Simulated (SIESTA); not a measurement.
Runs of SIESTA 5.4.2 on PbO2. Symmetry: Fm-3m, No. 225, cubic system. The conventional cell has a = 5.404 Å, b = 5.404 Å, c = 5.404 Å, α = 90.00°, β = 90.00°, γ = 90.00°. Pb (site symmetry m-3m) is surrounded by 8 O at 2.34 Å. O (site symmetry -43m) is surrounded by 4 Pb at 2.34 Å. The cell comes from a database or a generator and needn't be the stable form of this composition.

```csv
task,potentials or basis,cell,k mesh,optimiser,force tolerance,stress tolerance (GPa),gap on the mesh (eV),pressure (GPa)
band structure,"PseudoDojo 0.4 standard (PBEsol files), TZDP (energy shift 0.003 Ry; two zetas on semicore shells)",as given,9 × 9 × 9,-,-,-,none,(a)
band structure,"PseudoDojo 0.4 standard (PBEsol files), DZP (energy shift 0.003 Ry; two zetas on semicore shells)",as given,9 × 9 × 9,-,-,-,none,-1.2
relaxation of cell and atoms,"PseudoDojo 0.4 standard (PBEsol files), DZP (energy shift 0.003 Ry; two zetas on semicore shells)",relaxed,7 × 7 × 7,Broyden,0.01 eV/Å,0.05,none,0.0
band structure,"PseudoDojo 0.4 standard (PBEsol files), SZP (energy shift 0.003 Ry)",as given,9 × 9 × 9,-,-,-,none,3.9
band structure,"PseudoDojo 0.4 standard (PBEsol files), TZP (energy shift 0.003 Ry; two zetas on semicore shells)",as given,9 × 9 × 9,-,-,-,none,-1.9
```

Alike in all rows: level PBEsol; no spin polarisation; smearing fermi-dirac 0.05 eV; grid cutoff 800 Ry; energy shift 0.003 Ry.

Task: Estimate the missing entries.

Result: (a) -2.5.

Caveats: the basis of atomic orbitals isn't converged, which shifts pressures, moduli and gaps; spin-orbit coupling is left out, which moves the levels of the heavy elements (some runs).

A k mesh can miss the band edges, and the runs leave out spin-orbit coupling on Pb.

A gap of «none» marks a metal or a gap under the smearing width.
